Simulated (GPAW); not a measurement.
A run of GPAW 26.7.0 is set up as follows.

File run.py:

```python
from ase.dft.bandgap import bandgap
from ase.io import read, write
from ase.units import GPa
from gpaw import GPAW, PW

atoms = read('MgO.xyz')

calc = GPAW(mode=PW(800),
            xc='MGGA_X_R2SCAN+MGGA_C_R2SCAN',
            kpts={'size': (11, 11, 11), 'gamma': True},
            occupations={'name': 'fermi-dirac', 'width': 0.05},
            nbands=16,
            convergence={'density': 1e-05, 'energy': 1e-05},
            maxiter=150,
            txt='gpaw.txt')
atoms.calc = calc
energy = atoms.get_potential_energy()
forces = atoms.get_forces()
stress = atoms.get_stress()
calc.write('gs.gpw')
write('result.traj', atoms)
print(f'Energy: {energy:.6f} eV')
print('Forces (eV/A):')
print(forces.round(4))
print('Stress (GPa):', (stress / GPa).round(3))
print('Fermi level:', round(calc.get_fermi_level(), 4), 'eV')
print(f'Gap: {bandgap(calc)[0]:.4f} eV, direct: {bandgap(calc, direct=True)[0]:.4f} eV')
```

File MgO.xyz:

```xyz
2
Lattice="0.0000000000 2.0970013927 2.0970013927 2.0970013927 0.0000000000 2.0970013927 2.0970013927 2.0970013927 0.0000000000" Properties=species:S:1:pos:R:3 pbc="T T T"
Mg     0.0000000000      0.0000000000      0.0000000000
O      2.0970013927      2.0970013927      2.0970013927
```

Potentials or basis: GPAW PAW data sets (gpaw-data 1.2.1), pw.

Launch:

```bash
$ OMP_NUM_THREADS=1 python run.py
```

Estimate the pressure.

2.0 GPa.

Predict the band gap on the k mesh.

5.80 eV, direct.

Caveat: the PAW data sets were made with another functional, which shifts forces and pressure a little.

**The experiment to reproduce.**

“Electronic structure of alkaline earth and post-transition metal oxides”, 2009, arxiv:0908.1581 quotes, for a bulk crystal of MgO: band gap 7.83 eV.

A measured gap of MgO is 7.83 eV (quoted in “Electronic structure of alkaline earth and post-transition metal oxides”, 2009, arxiv:0908.1581); the calculated 5.80 eV misses it by -2.03 eV. The value is that of r2SCAN, without temperature or zero-point motion. The cell is a database's relaxed one, not the measured one, which moves gaps too.
